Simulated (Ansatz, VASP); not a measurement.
This is a calculation of InPd for Ansatz 0.2.0.

Contents of input.yaml:

```yaml
crystal:
  lattice:
    - [0.0, 2.782206644, 2.782206644]
    - [2.782206644, 0.0, 2.782206644]
    - [2.782206644, 2.782206644, 0.0]
  atoms:
    - { symbol: In, position: [0.0, 0.0, 0.0] }
    - { symbol: Pd, position: [0.5, 0.5, 0.5] }
hamiltonian:
  xc: pbe
  pseudopotentials: { kind: paw }
kpoints:
  mp_grid: { grid: [8, 8, 8] }
scf:
  occupations: { method: fermi_dirac, width: 0.05 }
output:
  forces: true
  stress: true
  eigenvalues: true
```

Potentials or basis: Ansatz PAW.

Command:

```sh
$ ansatz run input.yaml --threads 1 --pin off --max-ram 3584MiB --backend cpu --events-out ev --progress --plain --runs-dir out
```

Q: Translate it to VASP 6.6.1. Potentials there: VASP PAW PBE potentials, release 64 (In_d, Pd).

A: As run (the cutoff follows the program's own potentials):

The input INCAR:

```
PREC = Accurate
ENCUT = 520
EDIFF = 1E-7
ISMEAR = -1
SIGMA = 0.05
LREAL = F
LASPH = T
NELM = 80
ALGO = Normal
ISIF = 2
LWAVE = F
LCHARG = F
GGA = PE
NBANDS = 18
```

The input KPOINTS:

```
Automatic mesh
0
Gamma
  8 8 8
```

The input POSCAR:

```
InPd
1.0
    0.0000000000      2.7822066440      2.7822066440
    2.7822066440      0.0000000000      2.7822066440
    2.7822066440      2.7822066440      0.0000000000
In Pd
1 1
Direct
    0.0000000000      0.0000000000      0.0000000000
    0.5000000000      0.5000000000      0.5000000000
```

Potentials or basis: VASP PAW PBE potentials, release 64 (In_d, Pd).

Command:

```console
$ cat potpaw_PBE.64/In_d/POTCAR potpaw_PBE.64/Pd/POTCAR > POTCAR
$ mpirun -np 1 vasp_std > vasp.out
```

Both were run:

|  | VASP | Ansatz | Ansatz less VASP |
| --- | --- | --- | --- |
| gap on the k mesh at the Fermi level (eV) | none | none | - |
| pressure (GPa) | -2.8 | -2.9 | -0.02 |

A gap of «none» marks a metal or a gap that the smearing closes. The functional is the same, so the differences come from potentials, cutoffs and numerics. The two sets of potentials don't hold the same shells in valence.
